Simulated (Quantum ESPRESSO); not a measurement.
Runs of Quantum ESPRESSO 7.5 on BN. It takes space group P6_3/mmc (No. 194, hexagonal). Conventional cell: a = 2.498 Å, b = 2.498 Å, c = 6.636 Å, α = 90.00°, β = 90.00°, γ = 120.00°. B (site symmetry -6m2) is surrounded by 3 N at 1.44 Å. Around N (site symmetry -6m2) lie 3 B at 1.44 Å. 

```tsv
level	potentials or basis	form of the LDA correlation	gap on the mesh (eV)	pressure (GPa)
LDA	PseudoDojo 0.4.1 SR LDA standard	PW92	4.09	0.0
vdW-DF-cx	PseudoDojo 0.4.1 SR PBE standard	-	4.18	0.0
PBE	PseudoDojo 0.4.1 SR PBE standard	-	4.47	0.3
PBE+D3(BJ)	PseudoDojo 0.4.1 SR PBE standard	-	(a)	0.0
```

Alike in all rows: task phonons; no spin polarisation; cell relaxed; k mesh 12 × 12 × 4; cutoff (eV) 1143; smearing fermi-dirac 0.05 eV.

Fill in the values left out.

(a) 4.30.

Caveats: on a mesh that holds Γ this program's dielectric tensor can be off by some percent beyond the error of the mesh; the layers were relaxed without a dispersion term, so their spacing and the soft interlayer modes are unreliable (some runs); the potentials were made for another functional, which shifts forces and pressure (some runs); before the sum rule the acoustic modes lie tens of cm⁻¹ from zero, a sign that the density grid also shifts the optical modes (some runs); this functional lacks dispersion, which binds the layers, so the pressure and a relaxed spacing across them are unreliable (some runs).

A k mesh can miss the band edges.

Not every run made on this cell is shown here.
